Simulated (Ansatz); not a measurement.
The system is MnSb.

```xyz
4
Lattice="4.1500 0.0000 0.0000 -2.0750 3.5940 0.0000 0.0000 0.0000 5.7800" Properties=species:S:1:pos:R:3 pbc="T T T"
Sb    2.0750    1.1980    4.3350
Sb    0.0000    2.3960    1.4450
Mn    0.0000    0.0000    2.8900
Mn    0.0000    0.0000    0.0000
```

Base run:

```yaml
Program: Ansatz 0.2.0
Functional: LDA
Potentials_or_basis: Ansatz PAW
Cutoff: "420 eV (not typed: the program's choice for these potentials)"
k_mesh: 7 × 7 × 5
Occupations: fermi-dirac, width 0.05 eV
Spin: collinear spin, ferromagnetic start
Starting_moments: "[0.0, 0.0, 4.0, 4.0] μB"
Hubbard_terms: Mn d U = 6 eV
```

Its results: band gap on the k mesh none (metal or under the smearing width); pressure 4.8 GPa; net moment 8.23 μB per cell; site moments Sb -0.21; Mn +4.29 μB.

Question: The run is repeated on the same cell with these changes: hubbard terms from Mn d U = 6 eV to Mn d U = 1 eV. What comes out?

Answer: Band gap on the k mesh none (metal or under the smearing width); pressure -6.9 GPa; net moment 7.13 μB per cell; site moments Sb -0.12; Mn +3.62 μB.

Caveats: the magnetic or orbital state may not be the lowest; spin-orbit coupling is left out, which moves the levels of the heavy elements; only a ferromagnetic start was run, and an antiferromagnetic order may lie lower in energy; the PAW data sets come from PBE, with cores solved anew for the run's functional, which leaves a small shift of forces and pressure; the U is typed as a test and isn't derived for this compound.
